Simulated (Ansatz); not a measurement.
**Which way does CdS + ZnSe ⇌ CdSe + ZnS run?**

Plane-wave DFT in Ansatz with scalar-relativistic PAW potentials, cutoff 420 eV, Γ-centred meshes chosen by cell and gap, Gaussian smearing with energies taken to zero width. Every cell was relaxed (cell and atoms) in a run of its own, within the symmetry of its start. Functional: PBE+D3(BJ).

Total energies hold large constants for each element; a whole number of eV per atom of each element is taken off below, which cancels in a balanced reaction.

| compound | lowest structure computed | structures tried | V (Å³/atom) | gap on mesh (eV) | E (eV per formula unit, common shift removed) |
| --- | --- | --- | --- | --- | --- |
| CdS | F-43m | 2 | 25.06 | 1.12 | -2.4222 |
| ZnSe | F-43m | 2 | 22.60 | 1.32 | -2.1713 |
| CdSe | F-43m | 2 | 28.53 | 0.58 | -2.4094 |
| ZnS | F-43m | 5 | 19.41 | 2.18 | -2.3489 |

Work out the reaction energy at 0 K.

ΔE = E(CdSe) + E(ZnS) − E(CdS) − E(ZnSe) = -0.165 eV, or -16 kJ per mole of reaction (-41 meV/atom). The right side is lower: Cd takes Se and Zn takes S. All four are computed as solids; where they are solids at ordinary conditions entropy changes little. A lower structure that wasn't tried would shift the value, and mixed crystals may lie lower than either side. This functional puts CdS lowest in F-43m, which isn't its usual phase at room temperature. This functional puts CdSe lowest in F-43m, which isn't its usual phase at room temperature.